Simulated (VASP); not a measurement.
Runs of VASP 6.6.1 on I. Symmetry: Im-3m, No. 229, cubic system. The conventional cell has a = 4.179 Å, b = 4.179 Å, c = 4.179 Å, α = 90.00°, β = 90.00°, γ = 90.00°. I (site symmetry m-3m) is surrounded by 8 I at 3.62 Å. The real solid is made of molecules; this cell is a model form.

| task | level | potentials or basis | spin | cell | cutoff (eV) | smearing | other keys | gap on the mesh (eV) | pressure (GPa) |
| --- | --- | --- | --- | --- | --- | --- | --- | --- | --- |
| single point | TB-mBJ | VASP PAW PBE potentials, release 54 (I) | off | as given | 520 | fermi-dirac 0.05 eV | - | none | - |
| single point | PBE | VASP PAW PBE potentials, release 64 (I) | off | as given | 520 | gaussian 0.05 eV | - | none | -0.2 |
| electron localisation function | SCAN | VASP PAW PBE potentials, release 64 (I) | off | as given | 520 | tetrahedron | ISMEAR = -5; SIGMA = 0.1; NBANDS = 6 | none | (a) |
| density of states | r2SCAN | VASP PAW PBE potentials, release 64 (I_GW) | collinear, ferromagnetic start | as given | 600 | fermi-dirac 0.02 eV | - | none | 0.2 |

Alike in all rows: k mesh 9 × 9 × 9.

Estimate the missing entries.

(a) -0.6.

Caveats: the PAW data sets were made with another functional, which shifts forces and pressure a little (some runs); an odd number of electrons without spin polarisation forces a metal (some runs); a magnetic or distorted state may lie lower (some runs); tetrahedron occupations give inexact forces and stress in metals (some runs).

A k mesh can miss the band edges, and the runs leave out spin-orbit coupling on I.

A gap of «none» marks a metal or a gap under the smearing width.
